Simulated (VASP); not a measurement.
# Sb (R-3m) in VASP: a series of runs, part 2 of 3

VASP 6.6.1. The steps go on from the part before.

**3. Relaxation of cell and atoms, PBE+D3(BJ), target pressure 6.4 GPa, at which the enthalpy is minimised**

This run uses another cell than the first one, of 26.36 Å³/atom, 0.873 times its volume.

Input file INCAR:

```
SYSTEM = Sb
PREC     = Accurate       ! precision mode
ENCUT    = 600            ! plane-wave cutoff, eV
EDIFF    = 1E-7           ! SCF threshold, eV
ISMEAR   = 1              ! smearing method
SIGMA    = 0.1            ! smearing width, eV
LREAL    = .FALSE.        ! projectors in reciprocal space
LASPH    = .TRUE.         ! aspherical terms in the spheres
NELM     = 80             ! most SCF steps
ALGO     = Normal         ! electronic algorithm
ISIF     = 3              ! what is computed and relaxed
LWAVE    = .FALSE.        ! write WAVECAR
LCHARG   = .FALSE.        ! write CHGCAR
GGA      = PE             ! functional
IVDW     = 12             ! dispersion correction
IBRION   = 2              ! ionic algorithm
NSW      = 90             ! ionic steps
EDIFFG   = -0.005         ! ionic threshold
PSTRESS  = 64.0
```

Input file KPOINTS:

```
Automatic mesh
0
G
  12 12 10
  0 0 0
```

Input file POSCAR:

```
Sb                                      
1.0
    2.0988127731      1.2117501197      3.4552095022
   -2.0988127731      1.2117501197      3.4552095022
    0.0000000000     -2.4235002395      3.4552095022
  Sb            
     2
Direct
     0.2500962085064782    0.2500962085064782    0.2500962085064782
     0.7499037914935222    0.7499037914935222    0.7499037914935222
```

Potentials or basis: VASP PAW PBE potentials, release 64 (Sb).

Run with:

```
$ cat potpaw_PBE.64/Sb/POTCAR > POTCAR
$ mpirun -np 1 vasp_std > vasp.out
```

OUTCAR:

```text
SYSTEM = Sb
   PREC = Accurate
   ENCUT = 600
   EDIFF = 1E-7
   ISMEAR = 1
   LREAL = .FALSE.
   LASPH = .TRUE.
   NELM = 80
   ISIF = 3
   GGA = PE
   IVDW = 12
   IBRION = 2
   NSW = 90
   EDIFFG = -0.005
   PSTRESS = 64.0
 IVDW          = 12

 ion  position               nearest neighbor table
   1  0.250  0.250  0.250-   2 2.98   2 2.98   2 2.98   2 2.98   2 2.98   2 2.98
   2  0.750  0.750  0.750-   1 2.98   1 2.98   1 2.98   1 2.98   1 2.98   1 2.98

  LATTYP: Found a trigonal (rhomboedric) cell.
 ALAT       =     4.2204059181
 COS(alpha) =     0.5053831056

  Lattice vectors:

 A1 = (   2.0988127731,   1.2117501197,   3.4552095022)
 A2 = (  -2.0988127731,   1.2117501197,   3.4552095022)
 A3 = (   0.0000000000,  -2.4235002395,   3.4552095022)

Analysis of symmetry for initial positions (statically):
=====================================================================
 Subroutine PRICEL returns:
 Original cell was already a primitive cell.

 Routine SETGRP: Setting up the symmetry group for a
 trigonal (rhombohedral) supercell.

 Subroutine GETGRP returns: Found 12 space group operations
 (whereof 12 operations were pure point group operations)
 out of a pool of 12 trial point group operations.

The static configuration has the point symmetry D_3d.

Analysis of symmetry for dynamics (positions and initial velocities):
=====================================================================
 Subroutine PRICEL returns:
 Original cell was already a primitive cell.

 Routine SETGRP: Setting up the symmetry group for a
 trigonal (rhombohedral) supercell.

 Subroutine GETGRP returns: Found 12 space group operations
 (whereof 12 operations were pure point group operations)
 out of a pool of 12 trial point group operations.

The dynamic configuration has the point symmetry D_3d.

 Subroutine INISYM returns: Found 12 space group operations
 (whereof 12 operations are pure point group operations),
 and found     1 'primitive' translations

----------------------------------------------------------------------------------------

                                     Primitive cell

  volume of cell :      52.7245

  direct lattice vectors                    reciprocal lattice vectors
     2.098812773  1.211750120  3.455209502     0.238229920  0.137542109  0.096472684
[... 125 lines left out ...]
   IALGO  =     38    algorithm
   IMIX   =      4    mixing-type and parameters
     AMIX     =   0.40;   BMIX     =  1.00
     AMIX_MAG =   1.60;   BMIX_MAG =  1.00
  volume/ion in A,a.u.               =      26.36       177.90
  Fermi-wavevector in a.u.,A,eV,Ry     =   0.940598  1.777472 12.037408  0.884725
  Thomas-Fermi vector in A             =   2.068026
   LORBIT       =      0    0 simple, 1 ext, 2 COOP (PROOUT), +10 PAW based schemes
   GGA     = PE    functional components
   LHFCALC =     F    Hartree Fock is set to
   AEXX    =    0.0000 exact exchange contribution
   IVDW    =    12    specifies the selected vdW correction
   LEPSILON=     F    determine dielectric tensor
   LRPA    =     F    only Hartree local field effects (RPA)
 conjugate gradient relaxation of ions
 non-spin polarized calculation
 Methfessel and Paxton  Order N= 1 SIGMA  =   0.10
  energy-cutoff  :      600.00
  volume of cell :       52.72
 maximum number of plane-waves:      1807
 NGX is ok and might be reduce to    36
   NGX = 17   NGY = 17   NGZ = 17

--------------------------------------- Ionic step        1  -------------------------------------------

 number of electron      10.0000000 magnetization

 Free energy of the ion-electron system (eV)
  ---------------------------------------------------
  ext. energy  EPLUGINS =         0.00000000
  ---------------------------------------------------
  free energy    TOTEN  =        -7.98809891 eV

  energy without entropy =       -7.98826626  energy(sigma->0) =       -7.98815469

------------------------ aborting loop because EDIFF is reached ----------------------------------------

 Edisp (eV)   -1.08627

 E8    (eV) :    -0.5062
[... 75 lines left out ...]
--------------------------------------- Ionic step        3  -------------------------------------------

 number of electron      10.0000000 magnetization

 Free energy of the ion-electron system (eV)
  ---------------------------------------------------
  ext. energy  EPLUGINS =         0.00000000
  ---------------------------------------------------
  free energy    TOTEN  =        -7.98646847 eV

  energy without entropy =       -7.98663273  energy(sigma->0) =       -7.98652323

 E-fermi :   8.8105     XC(G=0): -10.1635

 val. band max:        8.8104406088   @ k =  -0.0833  -0.0833   0.1000
 cond. band min:       8.8134552340   @ k =   0.2500   0.2500   0.2000
 fundamental gap:      0.0030146252
 Fermi energy:         8.8105437549

 k-point     1 :       0.0000    0.0000    0.0000
  band No.  band energies     occupation
      1      -4.6204      2.00000
      2       5.0671      2.00000
      3       6.8489      2.00000
      4       6.9544      2.00000
      5       6.9544      2.00000
      6      12.3637      0.00000
      7      12.3637      0.00000
      8      12.3991      0.00000
      9      13.3650      0.00000
[... 265 lines left out ...]
 k-point    24 :      -0.4167    0.1667    0.0000
  band No.  band energies     occupation
      1      -1.6393      2.00000
      2      -1.0614      2.00000
      3       4.9896      2.00000
      4       6.6079      2.00000
      5       7.3040      2.00000
      6       9.8040     -0.00000
      7      10.7402     -0.00000
      8      12.5200      0.00000
      9      15.8580      0.00000

 [... further k-points ...]

------------------------ aborting loop because EDIFF is reached ----------------------------------------

 Edisp (eV)   -1.08683

 E8    (eV) :    -0.5065
[... 29 lines left out ...]
  energy  without entropy=       -9.0734670279  energy(sigma->0) =       -9.07335752

  enthalpy is  TOTEN    =        -6.9682613787 eV   P V=        2.1050413900

 reached required accuracy - stopping structural energy minimisation
```

OSZICAR:

```text
N       E                     dE             d eps       ncg     rms          rms(c)
DAV:   1     0.429909345563E+02    0.42991E+02   -0.40567E+03  7038   0.992E+02
DAV:   2    -0.621632736371E+01   -0.49207E+02   -0.48158E+02  9802   0.135E+02
[... 15 lines left out ...]
   2 F= -.69682602E+01 E0= -.69683144E+01  d E =-.210287E-05
       N       E                     dE             d eps       ncg     rms          rms(c)
DAV:   1    -0.798646997786E+01   -0.87705E-03   -0.28876E-05  7381   0.303E-02    0.452E-03
DAV:   2    -0.798646918900E+01    0.78886E-06   -0.50542E-07  7385   0.568E-03    0.255E-03
DAV:   3    -0.798646846683E+01    0.72217E-06   -0.56639E-07  7111   0.411E-03    0.855E-04
DAV:   4    -0.798646847243E+01   -0.56022E-08   -0.43797E-09  3606   0.645E-04
   3 F= -.69682614E+01 E0= -.69683161E+01  d E =-.328229E-05
```

Run time: 5.1 min. Hardware: 1 thread of Intel Xeon Platinum 8488C (Sapphire Rapids), shared host; peak memory 0.38 GiB.

Results:

```
Free energy                                            : -9.0733 eV
Relaxed volume                                         : 26.35 Å³/atom
Relaxed cell                                           : a = 4.220 Å, b = 4.220 Å, c = 4.220 Å, α = 59.65°, β = 59.65°, γ = 59.65°
Space group after relaxing (to 0.05 Å)                 : Pm-3m (No. 221)
Energy change on relaxing (the enthalpy is what falls) : +0.5 meV/atom
Ionic steps                                            : 3
Pressure after relaxing                                : 6.4 GPa
Band gap on the k mesh                                 : none (metal or under the smearing width)
Dispersion energy per atom                             : -0.543 eV
```

The path:
```tsv
step	energy change (eV)	largest force (eV/Å)	pressure (GPa)	volume (Å³)
1	0.0000	0.0003	6.37	52.72
2	0.0016	0.0003	6.44	52.68
3	0.0011	0.0003	6.41	52.70
```

Final structure:
```
CELL_PARAMETERS angstrom
2.09854 1.21159 3.45434
-2.09854 1.21159 3.45434
0.00000 -2.42319 3.45434
ATOMIC_POSITIONS crystal
Sb 0.25010 0.25010 0.25010
Sb 0.74990 0.74990 0.74990
```

Caveat: the cell is relaxed towards a set pressure, so the enthalpy falls and the energy may rise; pairwise dispersion overbinds metals, which lowers pressure and volume.

(Part 2 of 3 ends here.)
